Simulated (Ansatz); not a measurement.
Zincblende MgS, relaxed with r2SCAN in the plane-wave code Ansatz. It is cubic, F-43m (No. 216); a = 5.662 Å in the conventional setting, 22.69 Å³ an atom. Mg has 4 S at 2.45 Å; S has 4 Mg at 2.45 Å.

The axes x, y and z are those of this cell:
```
Mg S
1.0
     0.00000    2.83088    2.83088
     2.83088    0.00000    2.83088
     2.83088    2.83088    0.00000
Mg S
1 1
Direct
  0.00000 0.00000 0.00000
  0.25000 0.25000 0.25000
```

Unstrained: The PBE gap is direct at Γ: 3.466 eV. r2SCAN gives a direct gap of 4.142 eV at Γ. With HSE06 the gap is 4.528 eV and direct, at Γ. Meshes: PBE 8×8×8, r2SCAN 8×8×8, HSE06 6×6×6. Strains are changes of length per length. After each strain the atoms were relaxed again with r2SCAN within the symmetry that the strain leaves, so tilts or polar shifts that break it weren't tested; points keep the names that they have in the unstrained zone. No spin polarisation. The prototype was imposed, so other structures may be more stable.

Question: Apply isotropic -4.0 % on every length. How far does the gap move, against the unstrained cell?

Answer: PBE: the gap goes from 3.466 to 3.758 eV (+0.292 eV); it turns from direct (Γ) to indirect (Γ → X). r2SCAN: the gap goes from 4.142 to 4.205 eV (+0.063 eV); it turns from direct (Γ) to indirect (Γ → X). HSE06: the gap goes from 4.528 to 4.750 eV (+0.222 eV); it turns from direct (Γ) to indirect (Γ → X). The r2SCAN energy rises by 69.2 meV an atom.

Question: Estimate what isotropic +3.0 % on every length does to the gap.

Answer: PBE: the gap goes from 3.466 to 3.041 eV (-0.425 eV). r2SCAN: the gap goes from 4.142 to 3.687 eV (-0.455 eV). HSE06: the gap goes from 4.528 to 4.069 eV (-0.459 eV). The r2SCAN energy rises by 31.3 meV an atom.

Question: Estimate what isotropic +2.0 % on every length does to the gap.

Answer: PBE: the gap goes from 3.466 to 3.178 eV (-0.288 eV). r2SCAN: the gap goes from 4.142 to 3.834 eV (-0.308 eV). HSE06: the gap goes from 4.528 to 4.217 eV (-0.311 eV). The r2SCAN energy rises by 14.3 meV an atom.

Question: Apply isotropic -2.0 % on every length. How far does the gap move, against the unstrained cell?

Answer: PBE: the gap goes from 3.466 to 3.774 eV (+0.308 eV). r2SCAN: the gap goes from 4.142 to 4.270 eV (+0.128 eV); it turns from direct (Γ) to indirect (Γ → X). HSE06: the gap goes from 4.528 to 4.814 eV (+0.286 eV); it turns from direct (Γ) to indirect (Γ → X). The r2SCAN energy rises by 16.3 meV an atom.

Question: Apply isotropic -1.0 % on every length. How far does the gap move, against the unstrained cell?

Answer: PBE: the gap goes from 3.466 to 3.617 eV (+0.151 eV). r2SCAN: the gap goes from 4.142 to 4.296 eV (+0.154 eV); the edges move from Γ to Γ → X; least and direct gap lie within 0.04 eV, so its kind isn't settled. HSE06: the gap goes from 4.528 to 4.690 eV (+0.162 eV). The r2SCAN energy rises by 4.0 meV an atom.

Question: Apply isotropic +1.0 % on every length. How far does the gap move, against the unstrained cell?

Answer: PBE: the gap goes from 3.466 to 3.320 eV (-0.146 eV). r2SCAN: the gap goes from 4.142 to 3.985 eV (-0.157 eV). HSE06: the gap goes from 4.528 to 4.370 eV (-0.158 eV). The r2SCAN energy rises by 3.7 meV an atom.

Question: Apply isotropic -3.0 % on every length. How far does the gap move, against the unstrained cell?

Answer: PBE: the gap goes from 3.466 to 3.796 eV (+0.330 eV); it turns from direct (Γ) to indirect (Γ → X). r2SCAN: the gap goes from 4.142 to 4.240 eV (+0.098 eV); it turns from direct (Γ) to indirect (Γ → X). HSE06: the gap goes from 4.528 to 4.784 eV (+0.256 eV); it turns from direct (Γ) to indirect (Γ → X). The r2SCAN energy rises by 37.8 meV an atom.

Question: Apply isotropic +4.0 % on every length. How far does the gap move, against the unstrained cell?

Answer: PBE: the gap goes from 3.466 to 2.908 eV (-0.558 eV). r2SCAN: the gap goes from 4.142 to 3.545 eV (-0.597 eV). HSE06: the gap goes from 4.528 to 3.925 eV (-0.603 eV). The r2SCAN energy rises by 54.1 meV an atom.

The meshes of the hybrids are coarse, so their gaps aren't converged to the digits shown.
